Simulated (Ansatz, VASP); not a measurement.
Given: the input of a run of VASP 6.6.1 on Mg.

The input INCAR:

```
SYSTEM = Mg
PREC = Accurate
ENCUT = 600
EDIFF = 1E-7
ISMEAR = -1
SIGMA = 0.05
LREAL = .FALSE.
LASPH = .TRUE.
NELM = 100
ALGO = Normal
ISIF = 3
LWAVE = .FALSE.
LCHARG = .FALSE.
GGA = B5
ALDAX = 1.0
AGGAX = 1.0
AGGAC = 1.0
ALDAC = 0.0
IBRION = 2
NSW = 40
EDIFFG = -0.005
```

File KPOINTS:

```
Automatic mesh
0
G
  7 7 7
  0 0 0
```

Contents of POSCAR:

```
Mg
1.0
    0.0000000000      3.4835000000      3.4835000000
    3.4835000000      0.0000000000      3.4835000000
    3.4835000000      3.4835000000      0.0000000000
Mg
3
Direct
    0.0000000000      0.0000000000      0.0000000000
    0.2500000000      0.2500000000      0.2500000000
    0.7500000000      0.7500000000      0.7500000000
```

Potentials or basis: VASP PAW PBE potentials, release 64 (Mg).

Run with:

```bash
$ cat potpaw_PBE.64/Mg/POTCAR > POTCAR
$ mpirun -np 1 vasp_std > vasp.out
```

Question: Translate it to Ansatz 0.2.0. Potentials there: Ansatz PAW.

Answer: As run (the cutoff follows the program's own potentials):

File input.yaml:

```yaml
crystal:
  lattice:
    - [0.0, 3.4835, 3.4835]
    - [3.4835, 0.0, 3.4835]
    - [3.4835, 3.4835, 0.0]
  atoms:
    - { symbol: Mg, position: [0.0, 0.0, 0.0] }
    - { symbol: Mg, position: [0.25, 0.25, 0.25] }
    - { symbol: Mg, position: [0.75, 0.75, 0.75] }
hamiltonian:
  xc: blyp
  pseudopotentials: { kind: paw }
kpoints:
  mp_grid: { grid: [7, 7, 7] }
scf:
  occupations: { method: fermi_dirac, width: 0.05 }
output:
  forces: true
  stress: true
  eigenvalues: true
relax:
  f_tol: 0.01
  max_steps: 40
  cell: { stress_tol: 0.05 }
```

Potentials or basis: Ansatz PAW.

Run with:

```console
$ ansatz run input.yaml --threads 2 --pin off --max-ram 5632MiB --backend cpu --events-out ev --progress --plain --runs-dir out
```

Both were run:

|  | VASP | Ansatz | Ansatz less VASP |
| --- | --- | --- | --- |
| gap on the k mesh at the Fermi level, each at its own relaxed structure (eV) | none | none | - |
| relaxed volume (Å³/atom) | 29.43 | 29.41 | -0.024 |
| relaxed cell length with the largest relative difference (Å) | 4.998 | 4.997 | -0.0014 |
| energy change over the relaxation (meV/atom) | -4 | -4 | 0.0 |

A gap of «none» marks a metal or a gap that the smearing closes. The two sets of potentials don't hold the same shells in valence.

Caveats: the PAW data sets were made with another functional, which shifts forces and pressure a little (VASP); the plane-wave basis is chosen anew once the cell has moved, so the energies of steps on either side of that aren't comparable (Ansatz); the PAW data sets come from PBE, with cores solved anew for the run's functional, which leaves a small shift of forces and pressure (Ansatz).
